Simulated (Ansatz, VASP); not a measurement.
## CaTcO3: VASP beside Ansatz

Aim: how closely do two programs agree when they are given the same cell, functional and k mesh? The cell is taken from a series of runs on this material, whose earlier steps may have relaxed, scaled, displaced or heated it; both programs get it as it stands.

Method: plane waves, with VASP 6.6.1 beside it; relaxation of cell and atoms at BLYP with D3(BJ), in Ansatz 0.2.0.

## 1. Starting point

Symmetry: Pnma, No. 62, orthorhombic system. Conventional cell: a = 5.533 Å, b = 7.722 Å, c = 5.411 Å, α = 90.00°, β = 90.00°, γ = 90.00°. Nearest to Ca lie 8 O at 2.32 to 2.73 Å. Nearest to Tc lie 6 O at 1.99 to 2.00 Å. Nearest to O lie 2 Tc at 1.99 Å and 2 Ca at 2.35 to 2.45 Å. Nearest to O lie 2 Tc at 2.00 Å and 3 Ca at 2.32 to 2.73 Å. Farther neighbours and most contacts between anions are not listed.

## 2. Ansatz: relaxation of cell and atoms, BLYP with D3(BJ)

Ansatz runs on its default PAW (the set named soft_2) files.

The relaxed volume is the usual yardstick between codes: in a stiff, nearly cubic crystal its relative difference is about their pressure difference at one cell divided by the bulk modulus.

Input file input.yaml:

```yaml
crystal:
  lattice:
    - [5.5327, 0.0, 0.0]
    - [0.0, 7.7224, 0.0]
    - [0.0, 0.0, 5.4112]
  atoms:
    - { symbol: Ca, position: [0.044, 0.25, 0.5139] }
    - { symbol: Ca, position: [0.456, 0.75, 0.0139] }
    - { symbol: Ca, position: [0.544, 0.25, 0.9861] }
    - { symbol: Ca, position: [0.956, 0.75, 0.4861] }
    - { symbol: Tc, position: [0.0, 0.0, 0.0] }
    - { symbol: Tc, position: [0.5, 0.0, 0.5] }
    - { symbol: Tc, position: [0.5, 0.5, 0.5] }
    - { symbol: Tc, position: [0.0, 0.5, 0.0] }
    - { symbol: O, position: [0.4768, 0.25, 0.4148] }
    - { symbol: O, position: [0.0232, 0.75, 0.9148] }
    - { symbol: O, position: [0.9768, 0.25, 0.0852] }
    - { symbol: O, position: [0.5232, 0.75, 0.5852] }
    - { symbol: O, position: [0.2046, 0.9529, 0.2966] }
    - { symbol: O, position: [0.2954, 0.0471, 0.7966] }
    - { symbol: O, position: [0.7046, 0.5471, 0.2034] }
    - { symbol: O, position: [0.7954, 0.4529, 0.7034] }
    - { symbol: O, position: [0.7954, 0.0471, 0.7034] }
    - { symbol: O, position: [0.7046, 0.9529, 0.2034] }
    - { symbol: O, position: [0.2954, 0.4529, 0.7966] }
    - { symbol: O, position: [0.2046, 0.5471, 0.2966] }
kpoints:
  mp_grid: { grid: [6, 4, 6] }
hamiltonian:
  xc: blyp
  dispersion: d3bj
scf:
  occupations: { method: gaussian, width: 0.1 }
output:
  forces: true
  stress: true
  eigenvalues: true
relax:
  adjacent_minimum: "off"
  f_tol: 0.005
  max_steps: 60
  cell: { stress_tol: 0.03 }
```

Started as:

```
$ ansatz run input.yaml --threads 8 --pin off --max-ram 32768MiB --backend cpu --events-out ev --progress --plain --runs-dir out
```

Numbers of over 12 decimals in the logs are rounded to 6 here.

The program printed:

```text
Engine: ansatz 0.2.0, aarch64-unknown-linux-gnu
Pseudopotentials: kind: paw
Pseudopotential: Ca, paw, valence charge 10, recommended cutoff 420 eV (normal), Ca.paw.azcp
Pseudopotential: Tc, paw, valence charge 15, recommended cutoff 500 eV (normal), Tc.paw.azcp
Pseudopotential: O, paw, valence charge 6, recommended cutoff 420 eV (normal), O.paw.azcp
Functional definition: BLYP
  parameter beta = 0.0042
  parameter a = 0.04918
  parameter b = 0.132
  parameter c = 0.2533
  parameter d = 0.349
  exchange = b88_x(beta = beta)
  correlation = lyp_c(a = a, b = b, c = c, d = d)
Crystal: 20 atoms, lattice volume = 231.197 Å³
Basis set: ecut = 500 eV, 5859 PW (Γ), exchange–correlation on 90×120×80 points (8 copies of the dense FFT grid, shifted against one another)
Bands: 106, of which v1, the nominal top of the filled ones, is band 86 counted from 1 (85 counted from 0)
Symmetry: 8 space group operations
Space group: Pnma (ITA 62), of the structure as read, at distance tolerance 6.1e-5 Å
k-points: 48 of 144
Non-local potential: Ca, projectors of the file, l = 0: 3, l = 1: 2, l = 2: 2
Non-local potential: Tc, projectors of the file, l = 0: 3, l = 1: 3, l = 2: 2, l = 3: 2
Non-local potential: O, projectors of the file, l = 0: 2, l = 1: 2, l = 2: 1
PAW form: soft (Blöchl's): semilocal exchange-correlation on the pseudo side does not see the compensation charge
PAW frozen core: Ca, regenerated for the run's functional, and the local potential with it (the file was generated under x = pbe(κ = 0.804, μ = 0.219515), c = pbe(β = 0.066725))
PAW frozen core: Tc, regenerated for the run's functional, and the local potential with it (the file was generated under x = pbe(κ = 0.804, μ = 0.219515), c = pbe(β = 0.066725))
PAW frozen core: O, regenerated for the run's functional, and the local potential with it (the file was generated under x = pbe(κ = 0.804, μ = 0.219515), c = pbe(β = 0.066725))
PAW one-centre angular grid: Ca, 110 points (default); XC on 64 Gauss nodes
PAW one-centre angular grid: Tc, 590 points (default); XC on 64 Gauss nodes
PAW one-centre angular grid: O, 110 points (default); XC on 64 Gauss nodes
Initial density: superposition of atomic densities (chi_scale 0.1, normalization cell, long waves kept (reshape's long-wave potential 0.00 eV rms))
Initial wavefunctions: pseudopotential atomic-orbital guess
Functional: x = b88, c = lyp
SCF iter   1: F=—  HF=-35797.208247 eV  |F-HF|=—  |Δ(HF+E_count)|=         —  Δρ=6.74e-2  dr2=9.89e0  ethr=3.10e-3  ⟨swp⟩=8.8  Hψ=22324  notcnv=0  defer=24
preconditioner: auto → Kerker (q_TF=auto, 2.597 Å⁻¹)  [metal: Δε(μ)=0.002 eV  Ē_g=12.871 eV  σ=0.100 eV  W_gap=0.01  n_scr=66 (ndim 8)  ℏωp=28.1 eV  f_vac=0.000  D(μ)=15.45/eV (n_scr^D=154)]
SCF iter   2: F=—  HF=-35795.006831 eV  |F-HF|=—  |Δ(HF+E_count)|=    2.20e0  Δρ=3.74e-2  dr2=3.48e0  ethr=3.10e-3  ⟨swp⟩=2.2  Hψ=10175  notcnv=0  defer=491
SCF iter   3: F=—  HF=-35794.006938 eV  |F-HF|=—  |Δ(HF+E_count)|=    1.00e0  Δρ=9.91e-3  dr2=3.01e-1  ethr=2.02e-3  ⟨swp⟩=3.0  Hψ=9626  notcnv=0  defer=495
SCF iter   4: F=—  HF=-35793.959473 eV  |F-HF|=—  |Δ(HF+E_count)|=   4.75e-2  Δρ=3.47e-3  dr2=3.02e-2  ethr=1.75e-4  ⟨swp⟩=2.3  Hψ=8394  notcnv=0  defer=495
SCF iter   5: F=—  HF=-35793.959744 eV  |F-HF|=—  |Δ(HF+E_count)|=   2.71e-4  Δρ=9.78e-4  dr2=2.51e-3  ethr=1.75e-5  ⟨swp⟩=2.5  Hψ=8274  notcnv=0  defer=495
SCF iter   6: F=—  HF=-35793.960525 eV  |F-HF|=—  |Δ(HF+E_count)|=   7.81e-4  Δρ=2.72e-4  dr2=2.80e-4  ethr=1.46e-6  ⟨swp⟩=2.3  Hψ=8349  notcnv=0  defer=495
SCF iter   7: F=—  HF=-35793.960512 eV  |F-HF|=—  |Δ(HF+E_count)|=   1.33e-5  Δρ=1.76e-4  dr2=4.64e-5  ethr=1.63e-7  ⟨swp⟩=2.1  Hψ=7820  notcnv=0  defer=493
SCF iter   8: F=—  HF=-35793.960274 eV  |F-HF|=—  |Δ(HF+E_count)|=   2.38e-4  Δρ=6.32e-5  dr2=8.30e-6  ethr=2.70e-8  ⟨swp⟩=2.2  Hψ=8052  notcnv=0  defer=493
SCF iter   9: F=—  HF=-35793.960274 eV  |F-HF|=—  |Δ(HF+E_count)|=   1.91e-8  Δρ=1.58e-5  dr2=5.67e-7  ethr=4.82e-9  ⟨swp⟩=2.0  Hψ=7645  notcnv=0  defer=493
SCF iter  10: F=-35793.960274 eV  HF=-35793.960274 eV  |F-HF|=2.42e-8  |Δ(HF+E_count)|=   6.40e-8  Δρ=6.06e-6  dr2=7.69e-8  ethr=5.81e-11  ⟨swp⟩=15.9  Hψ=25149  notcnv=0
SCF 1 converged in 10 iterations: F = -35793.960274 eV  dr2 = 7.69e-8
  greatest PAW one-centre occupation: 0.996 electrons in one spin orbital (limit 2), on the Ca atom at site 3 (counted from 0), in its partial waves of l = 0
relax step   1: F+E_penalty+E_count = -35793.96027408 eV  Δ(F+E_penalty+E_count) = +0.000e0 eV  max|allowed force component| = 3.392e-1 eV/Å  Δτ_max = 0.0000 Å  P = +0.068 GPa  Ω = 231.197 Å³  (10 SCF iters, dr2 threshold 1.00e-7 eV, accepted)
Crystal: 20 atoms, lattice volume = 230.205 Å³
Basis set: ecut = 500 eV, 5831 PW (Γ), exchange–correlation on 90×120×80 points (8 copies of the dense FFT grid, shifted against one another)
[...]
SCF converged after 9 iterations
Free energy (F): -35794.062775 eV
Harris-Foulkes:  -35794.062775 eV  (|F-HF|=7.28e-12)
Internal energy: -35793.992114 eV  (E = F + TS)
E sigma→0 (E₀):  -35794.027445 eV
Entropy (-TS):   -0.070661 eV (-3.533 meV/atom)
Fermi energy:    13.005434 eV
--- Per-component energies (eV) ---
  E_band       = -935.097186
  E_kinetic    = 5713.200340
  E_local      = -12460.590114  (includes V_loc(G=0)·N_el)
  E_nonlocal   = 1999.037779
  E_hartree    = 3971.914697
  E_xc         = -2364.830191
  E_vxc        = -2952.644180  (∫ρ·V_xc dr)
  E_paw        = -18579.864220  (= ΣΔE_a)
  E_vpaw       = -1177.942604  (= ΣTr[D̂ρ^β])
  E_aug_tail   = 0.012199  (compensation charges beyond the density's cutoff)
  E_ewald      = -14062.142722
  E_disp       = -11.183628  (pairwise vdW)
  E_core_change = 0.453746  (= ΣΔE_core)
  E_smearing   = -0.070661  (= −TS)
  E_closure    = 0.000000  (closes the sum)
  Σ components = -35794.062775   (vs F -35794.062775, Δ=0.00e0)
--- Forces (eV/Å), atoms counted from 1 ---
  atom   1  Ca    -0.00030876     0.00000000    -0.00023024
  atom   2  Ca     0.00030876     0.00000000    -0.00023024
  atom   3  Ca    -0.00030876    -0.00000000     0.00023024
  atom   4  Ca     0.00030876    -0.00000000     0.00023024
  atom   5  Tc     0.00000000     0.00000000     0.00000000
  atom   6  Tc    -0.00000000     0.00000000    -0.00000000
  atom   7  Tc     0.00000000     0.00000000    -0.00000000
  atom   8  Tc    -0.00000000     0.00000000    -0.00000000
  atom   9  O     -0.00009204    -0.00000000    -0.00053059
  atom  10  O      0.00009204    -0.00000000    -0.00053059
  atom  11  O     -0.00009204     0.00000000     0.00053059
  atom  12  O      0.00009204     0.00000000     0.00053059
  atom  13  O      0.00004769    -0.00013795    -0.00055480
  atom  14  O     -0.00004769     0.00013795    -0.00055480
  atom  15  O      0.00004769     0.00013795     0.00055480
  atom  16  O     -0.00004769    -0.00013795     0.00055480
  atom  17  O     -0.00004769     0.00013795     0.00055480
  atom  18  O      0.00004769    -0.00013795     0.00055480
  atom  19  O     -0.00004769    -0.00013795    -0.00055480
  atom  20  O      0.00004769     0.00013795    -0.00055480
  max |Σ_I F_I| component: 5.42e-19 eV/Å
--- Stress (GPa, compression-positive) ---
       -0.007161      -0.000000       0.000000
       -0.000000      -0.014386       0.000000
        0.000000       0.000000      -0.018481
  P = ⅓ Tr σ = -0.0133 GPa (-0.133 kbar)
--- Band table (eV; the first three rows and the last of 48) ---
  k-point 0: bands = [... 82 lower, 11.3933, 11.5228, 12.7507, 12.7508, 13.2507, 13.2623, 13.3458, 13.4065, ... 16 higher]
  k-point 1: bands = [... 82 lower, 11.6718, 11.7617, 12.8106, 12.8692, 13.2542, 13.2982, 13.4220, 13.4416, ... 16 higher]
  k-point 2: bands = [... 82 lower, 12.2206, 12.3109, 12.8294, 12.9207, 12.9851, 13.3051, 13.4017, 13.4362, ... 16 higher]
  k-point 47: bands = [... 82 lower, 12.4091, 12.4091, 12.9988, 12.9988, 12.9988, 12.9988, 13.5617, 13.5617, ... 16 higher]
--- Relaxed structure (8 steps of the walk, 8 accepted, 1 SCFs on fresh bases) ---
  F+E_penalty+E_count = -35794.06277526 eV   max|allowed force component| = 5.548e-4 eV/Å   (the final SCF, on the basis selected at the relaxed cell)
  cell:  # Å, volume = 230.0393 Å³
    - [5.591114, 0, 0]
    - [0, 7.687510, 0]
    - [0, 0, 5.352023]
  atoms:
    - { symbol: Ca, position: [0.058372, 0.250000, 0.516300] }
    - { symbol: Ca, position: [0.441628, 0.750000, 0.016300] }
    - { symbol: Ca, position: [0.558372, 0.250000, 0.983700] }
    - { symbol: Ca, position: [0.941628, 0.750000, 0.483700] }
    - { symbol: Tc, position: [0, 0, 0] }
    - { symbol: Tc, position: [0.5, 0, 0.500000] }
    - { symbol: Tc, position: [0.5, 0.500000, 0.500000] }
    - { symbol: Tc, position: [0, 0.500000, 0] }
    - { symbol: O, position: [0.476750, 0.250000, 0.402274] }
    - { symbol: O, position: [0.023250, 0.750000, 0.902274] }
    - { symbol: O, position: [0.976750, 0.250000, 0.097726] }
    - { symbol: O, position: [0.523250, 0.750000, 0.597726] }
    - { symbol: O, position: [0.203722, 0.951421, 0.302303] }
    - { symbol: O, position: [0.296278, 0.048579, 0.802303] }
    - { symbol: O, position: [0.703722, 0.548579, 0.197697] }
    - { symbol: O, position: [0.796278, 0.451421, 0.697697] }
    - { symbol: O, position: [0.796278, 0.048579, 0.697697] }
    - { symbol: O, position: [0.703722, 0.951421, 0.197697] }
    - { symbol: O, position: [0.296278, 0.451421, 0.802303] }
    - { symbol: O, position: [0.203722, 0.548579, 0.302303] }
```

(Part 1 of 2 ends here.)

[Lines on the potential files, build, host, timing and source positions are cut from VASP's logs without a mark.]

[Logs are printed without paths, hosts, clocks, repeated set-up lines and the standing remarks that a program may print on its own settings, such as how far it seeks lower states.]

[Hosts, paths, dates, database ids (printed as entryN), source tags and the programs' standing remarks are cut or masked in the printed files.]
